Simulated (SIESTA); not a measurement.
**As under changes of volume**

One of the cells (21.961 Å³/atom); the others are scaled copies at fixed shape and fractional positions:

```
As
1.0
     1.89325    1.09307    3.53733
    -1.89325    1.09307    3.53733
     0.00000   -2.18614    3.53733
As
2
Direct
  0.22600 0.22600 0.22600
  0.77400 0.77400 0.77400
```

```yaml
Program: SIESTA 5.4.2
Functional: PBE
Potentials_or_basis: PseudoDojo 0.4 standard (PBE files)
Basis: DZP (energy shift 0.003 Ry; two zetas on semicore shells)
Grid_cutoff: 500 Ry
Energy_shift: 0.003 Ry
k_mesh: 9 × 9 × 9
Occupations: fermi-dirac, width 0.05 eV
Spin: no spin polarisation
```

```csv
volume (Å³/atom),energy over the lowest point (meV/atom),pressure (GPa),largest force (eV/Å)
20.239,98.45,12.2,1.346
20.669,68.69,10.0,1.169
21.100,44.65,7.9,1.036
21.961,?,?,?
22.392,3.50,2.6,0.592
22.822,0.00,1.2,0.484
```

**Question.** What does the run at 21.961 Å³/atom give?

**Answer.** Energy over the lowest point 12.56 meV/atom; pressure 4.2 GPa; largest force 0.711 eV/Å.

Worked out: A Birch-Murnaghan fit of order 3 (a polynomial in V^(-2/3)) to the other rows has its minimum at 22.93 Å³/atom, just outside them, with B0 = V·E''(V) = 94 GPa (rough, since the energies scatter) at fixed shape and positions, which overstates the stiffness. It gives 12.07 meV/atom at 21.961 Å³/atom, against the run's 12.56, and -dE/dV = 4.1 GPa, against 4.2.

Energies are extrapolated to zero smearing.

Caveats: the basis of atomic orbitals isn't converged, which shifts pressures, moduli and gaps; forces of over 1 eV/Å show positions far from the minimum, so gaps and moduli don't describe the material at rest (some runs).
